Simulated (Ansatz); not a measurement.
## Au(111) with 4 layers of random Au-Al, 2x2: scattering by chemical disorder

Aim: the residual resistivity of a random alloy, from Au(111) with 4 layers of random Au-Al, 2x2 and longer regions.

Calculated with Ansatz 0.2.0; Ansatz plane-wave DFT, PBE, PAW files; ballistic transport by layer matching (Landauer), zero bias; PAW set soft_1.

Most raw output is cut from this account.

## Step 1: The starting structure

The cell holds 40 atoms: 38 Au and 2 Al. Cell: a = 5.768 Å, b = 5.768 Å, c = 23.605 Å, α = 93.5°, β = 86.5°, γ = 120.0°. It derives from Au. Regions: lead, 24 atoms (24 Au); scattering region, 16 atoms (14 Au and 2 Al). The structure is stacked along c, and the current runs across the ab planes.

## Step 2: With 4 alloy layers

In 4 layers a share of 0.125 of the sites is given to Al at random. The layers about the cell's end stay perfect and serve as the lead. Energies from -0.05 to 0.05 eV in steps of 0.05 eV are too few for the program's thermal sum, so it prints no conductance; for a metal the transmission near the Fermi level serves, at a fraction of the cost.

Contents of input.yaml:

```yaml
crystal:
  lattice:
    - [5.7675164607, 0.0, 0.0]
    - [-2.8837582304, 4.9948157718, 0.0]
    - [1.4418791152, -0.8324692953, 23.5457873532]
  atoms:
    - { symbol: Au, position: [0.9916666667, 0.0083333333, 0.05] }
    - { symbol: Au, position: [0.9916666667, 0.5083333333, 0.05] }
    - { symbol: Au, position: [0.4916666667, 0.0083333333, 0.05] }
    - { symbol: Au, position: [0.4916666667, 0.5083333333, 0.05] }
    - { symbol: Au, position: [0.1416666667, 0.3583333333, 0.15] }
    - { symbol: Au, position: [0.1416666667, 0.8583333333, 0.15] }
    - { symbol: Au, position: [0.6416666667, 0.3583333333, 0.15] }
    - { symbol: Au, position: [0.6416666667, 0.8583333333, 0.15] }
[... 28 atom lines left out ...]
    - { symbol: Au, position: [0.8416666667, 0.1583333333, 0.95] }
    - { symbol: Au, position: [0.8416666667, 0.6583333333, 0.95] }
    - { symbol: Au, position: [0.3416666667, 0.1583333333, 0.95] }
    - { symbol: Au, position: [0.3416666667, 0.6583333333, 0.95] }
kpoints:
  mp_grid: { grid: [5, 5, 1] }
hamiltonian:
  xc: pbe
  pseudopotentials: { kind: paw, azcp: { folder: soft_1 } }
scf:
  occupations: { method: fermi_dirac, width: 0.1 }
output:
  transmission:
    leads: [[0, 4]]
    kmesh: [10, 10]
    e_range: [-0.05, 0.05]
    de: 0.05
  write_potential: true
  write_density: true
  volumetric_format: npy
```

Launch:

```bash
ansatz run input.yaml --threads 4 --pin off --max-ram 15360MiB --backend cpu --events-out ev --progress --plain --runs-dir out
```

Run time: 6.3 min. Hardware: 4 threads of Arm Neoverse V1, shared host; peak memory 5.3 GiB.

Numbers from this step:

```
free energy                                    : -500821.1342 eV
energy at zero smearing                        : -500820.8621 eV
Fermi energy                                   : 20.13 eV
cell area                                      : 28.81 Å²
transmission per spin nearest the Fermi level  : 2.782
open channels per spin nearest the Fermi level : 3.21
step of the lead's potential                   : 3.2 meV
```

Per spin. Transmission, zone mean against energy, zero at the Fermi level:

| energy (eV) | transmission, zone mean |
| --- | --- |
| -0.0500 | 2.79 |
| 0.0000 | 2.78 |
| 0.0500 | 2.78 |

Per spin. The open channels, zone mean, lead stays at 3.21 for energy from -0.05 to 0.05 eV.

Transmission over k1 and k2. At 0.0000 eV from the Fermi level.

Values, 10 rows by 10 columns:
```
2.57 3.38 2.65 2.75 2.83 3.74 2.82 2.71 2.67 2.62
2.60 2.65 3.58 2.68 2.74 3.65 2.77 2.66 2.73 2.67
2.75 2.75 2.68 3.36 2.19 3.26 2.62 2.00 2.66 2.71
2.84 2.83 2.74 2.19 2.50 2.03 1.89 2.62 2.77 2.82
3.75 3.74 3.65 3.26 2.03 1.22 2.03 3.26 3.65 3.74
2.84 2.82 2.77 2.62 1.89 2.03 2.50 2.19 2.74 2.83
2.75 2.71 2.66 2.00 2.62 3.26 2.19 3.36 2.68 2.75
2.60 2.67 2.73 2.66 2.77 3.65 2.74 2.68 3.58 2.65
2.57 2.62 2.67 2.71 2.82 3.74 2.83 2.75 2.65 3.38
3.27 2.57 2.60 2.75 2.84 3.75 2.84 2.75 2.60 2.57
```
Columns: k1 (b1) from -0.5 to 0.4; rows upwards: k2 (b2) from -0.5 to 0.4.

Open channels over k1 and k2. At 0.0000 eV from the Fermi level.

Values, 10 rows by 10 columns:
```
3.00 4.00 3.00 3.00 3.00 4.00 3.00 3.00 3.00 3.00
3.00 3.00 4.00 3.00 3.00 4.00 3.00 3.00 3.00 3.00
3.00 3.00 3.00 4.00 3.00 4.00 3.00 3.00 3.00 3.00
3.00 3.00 3.00 3.00 3.00 3.00 3.00 3.00 3.00 3.00
4.00 4.00 4.00 4.00 3.00 3.00 3.00 4.00 4.00 4.00
3.00 3.00 3.00 3.00 3.00 3.00 3.00 3.00 3.00 3.00
3.00 3.00 3.00 3.00 3.00 4.00 3.00 4.00 3.00 3.00
3.00 3.00 3.00 3.00 3.00 4.00 3.00 3.00 4.00 3.00
3.00 3.00 3.00 3.00 3.00 4.00 3.00 3.00 3.00 4.00
4.00 3.00 3.00 3.00 3.00 4.00 3.00 3.00 3.00 3.00
```
Columns: k1 (b1) from -0.5 to 0.4; rows upwards: k2 (b2) from -0.5 to 0.4.

Over the solved energies the transmission per spin lies between 2.78 and 2.79, out of 3.21 channels of the lead on average (up to 3.21).

## Step 3: With 8 alloy layers

In 8 layers a share of 0.125 of the sites is given to Al at random. A fresh draw is used; the growth of the resistance with length is what counts.

System of this step: Au(111) with 8 layers of random Au-Al, 2x2. The cell holds 56 atoms: 52 Au and 4 Al. Cell: a = 5.768 Å, b = 5.768 Å, c = 33.006 Å, α = 87.5°, β = 92.5°, γ = 120.0°. It derives from Au. Regions: lead, 24 atoms (24 Au); scattering region, 32 atoms (28 Au and 4 Al). The structure is stacked along c, and the current runs across the ab planes.

Contents of input.yaml:

```yaml
crystal:
  lattice:
    - [5.7675164607, 0.0, 0.0]
    - [-2.8837582304, 4.9948157718, 0.0]
    - [-1.4418791152, 0.8324692953, 32.9641022945]
  atoms:
    - { symbol: Au, position: [0.005952381, 0.994047619, 0.0357142857] }
    - { symbol: Au, position: [0.005952381, 0.494047619, 0.0357142857] }
    - { symbol: Au, position: [0.505952381, 0.994047619, 0.0357142857] }
    - { symbol: Au, position: [0.505952381, 0.494047619, 0.0357142857] }
    - { symbol: Au, position: [0.1845238095, 0.3154761905, 0.1071428571] }
    - { symbol: Au, position: [0.1845238095, 0.8154761905, 0.1071428571] }
    - { symbol: Au, position: [0.6845238095, 0.3154761905, 0.1071428571] }
    - { symbol: Au, position: [0.6845238095, 0.8154761905, 0.1071428571] }
[... 44 atom lines left out ...]
    - { symbol: Au, position: [0.3273809524, 0.1726190476, 0.9642857143] }
    - { symbol: Au, position: [0.3273809524, 0.6726190476, 0.9642857143] }
    - { symbol: Au, position: [0.8273809524, 0.1726190476, 0.9642857143] }
    - { symbol: Au, position: [0.8273809524, 0.6726190476, 0.9642857143] }
kpoints:
  mp_grid: { grid: [5, 5, 1] }
hamiltonian:
  xc: pbe
  pseudopotentials: { kind: paw, azcp: { folder: soft_1 } }
scf:
  occupations: { method: fermi_dirac, width: 0.1 }
output:
  transmission:
    leads: [[0, 4]]
    kmesh: [10, 10]
    e_range: [-0.05, 0.05]
    de: 0.05
  write_potential: true
  write_density: true
  volumetric_format: npy
```

Elapsed: 13 min, on 4 threads; peak memory 9.5 GiB.

This step gave:

- free energy: -686014.9388 eV
- energy at zero smearing: -686014.6256 eV
- Fermi energy: 19.91 eV
- transmission per spin nearest the Fermi level: 2.317
- step of the lead's potential: 28.8 meV

Per spin. Transmission, zone mean against energy, zero at the Fermi level:

```
energy (eV)  transmission, zone mean
    -0.0500                     2.39
     0.0000                     2.32
     0.0500                     2.45
```

Over the solved energies the transmission per spin lies between 2.32 and 2.45, out of 3.21 channels of the lead on average (up to 3.21). The log calls the step of a lead's potential too much.

## Step 4: With 12 alloy layers

In 12 layers a share of 0.125 of the sites is given to Al at random. A fresh draw is used; the growth of the resistance with length is what counts.

System of this step: Au(111) with 12 layers of random Au-Al, 2x2. The cell holds 72 atoms: 66 Au and 6 Al. Its edges and angles: a = 5.768 Å, b = 5.768 Å, c = 42.382 Å, α = 90.0°, β = 90.0°, γ = 120.0°. It derives from Au. Regions: lead, 24 atoms (24 Au); scattering region, 48 atoms (42 Au and 6 Al). The structure is stacked along c, and the current runs across the ab planes.

Contents of input.yaml:

```yaml
crystal:
  lattice:
    - [5.7675164607, 0.0, 0.0]
    - [-2.8837582304, 4.9948157718, 0.0]
    - [0.0, 0.0, 42.3824172358]
  atoms:
    - { symbol: Au, position: [0.0, 0.0, 0.0277777778] }
    - { symbol: Au, position: [0.0, 0.5, 0.0277777778] }
    - { symbol: Au, position: [0.5, 0.0, 0.0277777778] }
    - { symbol: Au, position: [0.5, 0.5, 0.0277777778] }
    - { symbol: Au, position: [0.1666666667, 0.3333333333, 0.0833333333] }
    - { symbol: Au, position: [0.1666666667, 0.8333333333, 0.0833333333] }
    - { symbol: Au, position: [0.6666666667, 0.3333333333, 0.0833333333] }
    - { symbol: Au, position: [0.6666666667, 0.8333333333, 0.0833333333] }
[... 60 atom lines left out ...]
    - { symbol: Au, position: [0.3333333333, 0.1666666667, 0.9722222222] }
    - { symbol: Au, position: [0.3333333333, 0.6666666667, 0.9722222222] }
    - { symbol: Au, position: [0.8333333333, 0.1666666667, 0.9722222222] }
    - { symbol: Au, position: [0.8333333333, 0.6666666667, 0.9722222222] }
kpoints:
  mp_grid: { grid: [5, 5, 1] }
hamiltonian:
  xc: pbe
  pseudopotentials: { kind: paw, azcp: { folder: soft_1 } }
scf:
  occupations: { method: fermi_dirac, width: 0.1 }
output:
  transmission:
    leads: [[0, 4]]
    kmesh: [10, 10]
    e_range: [-0.05, 0.05]
    de: 0.05
  write_potential: true
  write_density: true
  volumetric_format: npy
```

It took 35 min on 4 threads; peak memory 9.2 GiB; 2.2 h of CPU time.

Numbers from this step:

| Quantity | Value |
| --- | --- |
| free energy | -871207.7174 eV |
| energy at zero smearing | -871207.2867 eV |
| Fermi energy | 19.75 eV |
| transmission per spin nearest the Fermi level | 2.248 |
| step of the lead's potential | 3.2 meV |

Per spin. Transmission, zone mean against energy, zero at the Fermi level:

```
energy (eV)  transmission, zone mean
    -0.0500                     2.24
     0.0000                     2.25
     0.0500                     2.22
```

Over the solved energies the transmission per spin lies between 2.22 and 2.25, out of 3.21 channels of the lead on average (up to 3.21).

## Step 5: The fit

This step: Ansatz plane-wave DFT, PBE, PAW files; ballistic transport by layer matching (Landauer), zero bias; residual resistivity from the slope of the area resistance, atoms on the host's lattice; PAW set soft_1 (Ansatz 0.2.0).

Numbers from this step:

```yaml
resistivity: 17.34 µΩ cm
intercept: 0.03444 fΩ m²
scatter_about_the_fit: 0.02808 fΩ m²
```

Resistance, by row:

```csv
run,length (Å),T,channels N,RA (fΩ m²)
n4,9.418,2.783,3.21,0.1779
n8,18.84,2.385,3.21,0.4008
n12,28.25,2.236,3.21,0.5046
```

The area resistance by length of the alloy:

```
length of the alloy (Å)  area resistance (fΩ m²)
                   9.42                    0.178
                  18.84                    0.401
                  28.25                    0.505
```

The area resistance goes from 0.18 to 0.50 fΩ m² between 9.4 and 28.3 Å, a slope of 17 µΩ cm.

By hand from the end points: (0.5046 − 0.1779) fΩ m² / (28.25 − 9.42) Å = 17 µΩ cm, since 1 fΩ m² per Å is 1000 µΩ cm.

## Step 6: Summary of results

```
resistivity from the slope  : 17.3 µΩ cm
area resistance over 9.42 Å : 0.178 fΩ m²
area resistance over 18.8 Å : 0.401 fΩ m²
area resistance over 28.3 Å : 0.505 fΩ m²
```

What this shows: The slope gives 17 µΩ cm. The points scatter by 0.028 fΩ m² about the line, with one random draw a length in a 2x2 cell, so the slope is a rough value. Read with a model of isotropic scattering on a spherical Fermi surface and the lead's 0.86×10¹⁵ S/m², this slope means a mean free path near 54 Å; over these lengths the model's slope is 1.08 times its bulk resistivity, which would be 16 µΩ cm. The draw over the shortest length came out nearly ordered, with 8 symmetry operations, so that point is a poor sample of a random alloy. The atoms sit on the host's lattice, so scattering by size misfit is left out. Spin-orbit coupling is left out, which matters for Au. A lead's potential steps by up to 29 meV from period to period, which the log calls too much, so longer leads could move the result.

[Logs are printed without paths, hosts, clocks, repeated set-up lines and the standing remarks that a program may print on its own settings, such as how far it seeks lower states.]

[Hosts, paths, dates, database ids (printed as entryN), source tags and the programs' standing remarks are cut or masked in the printed files.]
